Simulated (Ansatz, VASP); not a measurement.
# One calculation of HfN, two programs

The input INCAR:

```
SYSTEM = HfN
PREC = Accurate ; ENCUT = 520
EDIFF = 1E-7 ; ISMEAR = 1
SIGMA = 0.1 ; LREAL = .False.
LASPH = .True. ; NELM = 60
ALGO = Normal ; ISIF = 2
LWAVE = .False. ; LCHARG = .False.
GGA = PE ; NBANDS = 14
```

The input KPOINTS:

```
regular mesh
0
Gamma
  9 9 9
  0 0 0
```

POSCAR

```
HfN
1.0
    0.0000000000      2.2099462613      2.2099462613
    2.2099462613      0.0000000000      2.2099462613
    2.2099462613      2.2099462613      0.0000000000
Hf N
1 1
Direct
    0.0000000000      0.0000000000      0.0000000000
    0.5000000000      0.5000000000      0.5000000000
```

Input for Ansatz:

```yaml
crystal:
  lattice:
    - [0.0, 2.2099462612623064, 2.2099462612623064]
    - [2.2099462612623064, 0.0, 2.2099462612623064]
    - [2.2099462612623064, 2.2099462612623064, 0.0]
  atoms:
    - { symbol: Hf, position: [0.0, 0.0, 0.0] }
    - { symbol: "N", position: [0.5, 0.5, 0.5] }
basis:
  ecutwfc: 500.0
kpoints:
  mp_grid:
    grid: [9, 9, 9]
hamiltonian:
  xc: pbe
  pseudopotentials:
    kind: paw
scf:
  occupations:
    method: cold
    width: 0.1
output:
  stress: true
```

Alike in both runs: task single point; functional PBE; k mesh 9 × 9 × 9; no spin polarisation.

|  | VASP | Ansatz |
| --- | --- | --- |
| version | VASP 6.6.1 | Ansatz 0.2.0 |
| potentials or method | VASP PAW PBE potentials, release 64 (Hf_pv, N) | plane waves, PAW |
| plane-wave cutoff (eV) | 520 | 500 |
| occupations | methfessel-paxton of order 1, width 0.1 eV | cold, width 0.1 eV |
| valence electrons in the cell | 15 | 31 |

VASP gave:

```
pressure (GPa) : 24.5
```

Estimate Ansatz's values.

pressure (GPa): 27.0.

The two sets of potentials don't hold the same shells in valence.

Caveats: so large a pressure means that the cell lies far from this level's equilibrium, or that cutoff or potentials fall short (VASP). The runs have no spin-orbit coupling, so splittings on Hf are missing.
